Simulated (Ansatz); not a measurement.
# GaAs under strain — ⁷⁵As nuclear quadrupole resonance

Cell: an entry of the Crystallography Open Database (COD), relaxed with PBE at fixed cell and then changed (z stretched by 2 %, ions relaxed).

```
Ga As
1.0
     0.00000    2.82685    2.88339
     2.82685    0.00000    2.88339
     2.82685    2.82685    0.00000
Ga As
1 1
Cartesian
  0.0000 0.0000 0.0000
  1.4134 1.4134 1.4417
```

Atom numbers follow the list; atoms alike are taken as one site, whose name carries the number of the first.

Method: Kohn–Sham DFT in Ansatz, PBE, plane waves and PAW, scalar-relativistic, 420 eV cutoff, Γ-centred 13×13×13 k-points, Fermi–Dirac smearing 0.02 eV.

⁷⁵As: I = 3/2, Q = 311.0 mb (year-2017 value). Static lattice, zero field.

Q: Predict the zero-field ⁷⁵As lines of each site.

A: For I = 3/2 there is one line, ν = (|C_Q|/2)(1 + η²/3)^½.

```
site  atoms  V_zz (10²¹ V/m²)  C_Q (MHz)     η  line frequencies (MHz)
  As      2              0.51       3.82  0.00                    1.91
```

An axis of threefold or higher order runs through As, so V_zz lies along it and η is zero.

With a gap of 0.3 eV on this mesh, the gradients can still move by some per cent as the k-mesh gets denser.
